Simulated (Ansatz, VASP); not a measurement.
# PbO2: VASP beside Ansatz

```
Pb O
1.0
     0.00000    2.70199    2.70199
     2.70199    0.00000    2.70199
     2.70199    2.70199    0.00000
Pb O
1 2
Direct
  0.00000 0.00000 0.00000
  0.75000 0.75000 0.75000
  0.25000 0.25000 0.25000
```

The cell comes from a database or a generator and needn't be the stable form of this composition.

Alike in both runs: task relaxation of cell and atoms; functional RPBE; dispersion D3(BJ); k mesh 9 × 9 × 9; occupations fermi-dirac, width 0.05 eV; no spin polarisation.

```csv
,VASP,Ansatz
version,VASP 6.6.1,Ansatz 0.2.0
potentials or method,"VASP PAW PBE potentials, release 64 (Pb_d, O)",Ansatz PAW
plane-wave cutoff (eV),600,420
valence electrons in the cell,26,26
```

Ansatz gave:

```
gap on the k mesh at the Fermi level, each at its own relaxed structure (eV) : none
relaxed volume (Å³/atom)                                                     : 11.95
relaxed cell length with the largest relative difference (Å)                 : 3.701
energy change over the relaxation (meV/atom)                                 : -53
```

Problem. Estimate VASP's values.

Solution. gap on the k mesh at the Fermi level, each at its own relaxed structure (eV): none; relaxed volume (Å³/atom): 11.97; relaxed cell length with the largest relative difference (Å): 3.703; energy change over the relaxation (meV/atom): -53.

A gap of «none» marks a metal or a gap that the smearing closes.

Caveats: pairwise dispersion overbinds metals, which lowers pressure and volume; the PAW data sets were made with another functional, which shifts forces and pressure a little (VASP); the plane-wave basis is chosen anew once the cell has moved, so the energies of steps on either side of that aren't comparable (Ansatz); the pressure holds a Pulay correction of +0.6 GPa for the finite cutoff (Ansatz); the PAW data sets come from PBE, with cores solved anew for the run's functional, which leaves a small shift of forces and pressure (Ansatz). Spin-orbit coupling is left out, which matters for the levels of Pb.
